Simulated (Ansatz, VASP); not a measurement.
## Two plane-wave programs on Al

```
CELL_PARAMETERS angstrom
2.85676 0.00000 0.00000
0.00000 2.85676 0.00000
0.00000 0.00000 19.67470
ATOMIC_POSITIONS crystal
Al 0.50000 0.50000 0.20331
Al 0.00000 0.00000 0.30927
Al 0.50000 0.50000 0.41549
```

Alike in both runs: task single point; functional PBE; k mesh 9 × 9 × 1; occupations gaussian, width 0.1 eV; no spin polarisation.

|  | VASP | Ansatz |
| --- | --- | --- |
| version | VASP 6.6.1 | Ansatz 0.2.0 |
| potentials or method | VASP PAW PBE potentials, release 64 (Al) | scalar-relativistic, plane waves, PAW |
| plane-wave cutoff (eV) | 520 | 420 |
| valence electrons in the cell | 9 | 9 |

Ansatz gave:

| Property | Result |
| --- | --- |
| gap on the k mesh at the Fermi level (eV) | none |
| rms of the force components (eV/Å) | 0.051 |

What did VASP give for the same quantities?

gap on the k mesh at the Fermi level (eV): none; rms of the force components (eV/Å): 0.050.

Atom by atom the forces differ by 0.000 eV/Å (rms over components). A gap of «none» marks a metal or a gap that the smearing closes.
